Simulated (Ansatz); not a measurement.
# NaI: phonons and Grüneisen parameters

Aim: phonons by finite displacements on a 2×2×2 mesh of wavevectors, at three volumes, and the mode Grüneisen parameters. Runs: reference run (LAPW); volume scaled by 0.980 (LAPW); volume scaled by 1.020 (LAPW); mode Grüneisen parameters (LAPW). Companion runs by PAW are cited.

Program: Ansatz 0.2.0. Level of theory: DFT PBEsol, all-electron LAPW, scalar-relativistic unless said. These are calculated values, not measurements.

2 further runs of the same task are left out: 1 that didn't finish, 1 set aside as unsound or not needed.

### Step 1. The starting structure

The structure is cubic, space group Fm-3m (No. 225). The conventional cell has a = 6.401 Å, b = 6.401 Å, c = 6.401 Å, α = 90.00°, β = 90.00°, γ = 90.00°. Na (site symmetry m-3m) is surrounded by 6 I at 3.20 Å. I (site symmetry m-3m) is surrounded by 6 Na at 3.20 Å.

As a file:

```cif
data_structure
_symmetry_space_group_name_H-M 'Fm-3m'
_symmetry_Int_Tables_number 225
_cell_length_a 6.4005
_cell_length_b 6.4005
_cell_length_c 6.4005
_cell_angle_alpha 90.000
_cell_angle_beta 90.000
_cell_angle_gamma 90.000
_cell_volume 262.21
loop_
_atom_site_label
_atom_site_type_symbol
_atom_site_symmetry_multiplicity
_atom_site_Wyckoff_symbol
_atom_site_fract_x
_atom_site_fract_y
_atom_site_fract_z
_atom_site_occupancy
Na1 Na 4 a 0.00000 0.00000 0.00000 1
I1 I 4 b 0.50000 0.00000 0.00000 1
```

Cartesian axes are those of the input's lattice vectors. The structure goes back to a database entry.

### Step 2. Reference run, LAPW

Contents of input.yaml:

```yaml
crystal:
  lattice:
    - [0.0, 3.20025025211, 3.20025025211]
    - [3.20025025211, 0.0, 3.20025025211]
    - [3.20025025211, 3.20025025211, 0.0]
  atoms:
    - { symbol: Na, position: [0.0, 0.0, 0.0] }
    - { symbol: I, position: [0.5, 0.5, 0.5] }
kpoints:
  mp_grid: { grid: [6, 6, 6] }
scf:
  occupations: { method: fixed }
hamiltonian:
  xc: pbesol
  pseudopotentials: { kind: all_electron, lapw: { basis_error: 0.001 } }
phonons:
  qmesh: [2, 2, 2]
  qpath:
    path:
      - [0.0, 0.0, 0.0]
      - [0.5, 0.0, 0.5]
      - [0.625, 0.25, 0.625]
      - [0.375, 0.375, 0.75]
      - [0.0, 0.0, 0.0]
      - [0.5, 0.5, 0.5]
      - [0.5, 0.25, 0.75]
      - [0.5, 0.0, 0.5]
    npoints: 6
  temperatures: { t_min: 0, t_max: 1000, t_step: 100 }
```

Started as:

```
$ ansatz run input.yaml --threads 1 --pin off --max-ram 3072MiB --backend cpu --events-out ev --progress --plain --runs-dir out
```

### Step 3. Volume scaled by 0.980, LAPW

input.yaml, as its differences from that of step 2:

```diff
@@ -2,5 +2,5 @@
   lattice:
-    - [0.0, 3.20025025211, 3.20025025211]
-    - [3.20025025211, 0.0, 3.20025025211]
-    - [3.20025025211, 3.20025025211, 0.0]
+    - [0.0, 3.17877141533, 3.17877141533]
+    - [3.17877141533, 0.0, 3.17877141533]
+    - [3.17877141533, 3.17877141533, 0.0]
   atoms:
```

### Step 4. Volume scaled by 1.020, LAPW

input.yaml, as its differences from that of step 3:

```diff
@@ -2,5 +2,5 @@
   lattice:
-    - [0.0, 3.17877141533, 3.17877141533]
-    - [3.17877141533, 0.0, 3.17877141533]
-    - [3.17877141533, 3.17877141533, 0.0]
+    - [0.0, 3.22144458005, 3.22144458005]
+    - [3.22144458005, 0.0, 3.22144458005]
+    - [3.22144458005, 3.22144458005, 0.0]
   atoms:
```

(Steps that only read results are left out.)

What does the calculation give? Wanted: highest mode on the mesh, without the LO shift; optical modes at Γ.

The runs gave:

| quantity | value |
| --- | --- |
| highest mode on the mesh, without the LO shift (LAPW) | 173 cm⁻¹ |
| optical modes at Γ | 119 (T1u) cm⁻¹ |
| mean Grüneisen parameter at 300 K (LAPW) | 1.74 |

**Reading.** No mode on the mesh is unstable; the highest lies at 173 cm⁻¹ by LAPW. Weighted by heat capacity at 300 K the mean Grüneisen parameter of the sampled modes is 1.74, which points to expansion on heating. Some modes have negative γ and soften under compression. PAW differs from LAPW by at most 0.1 cm⁻¹. Each set of modes is computed in the harmonic approximation.
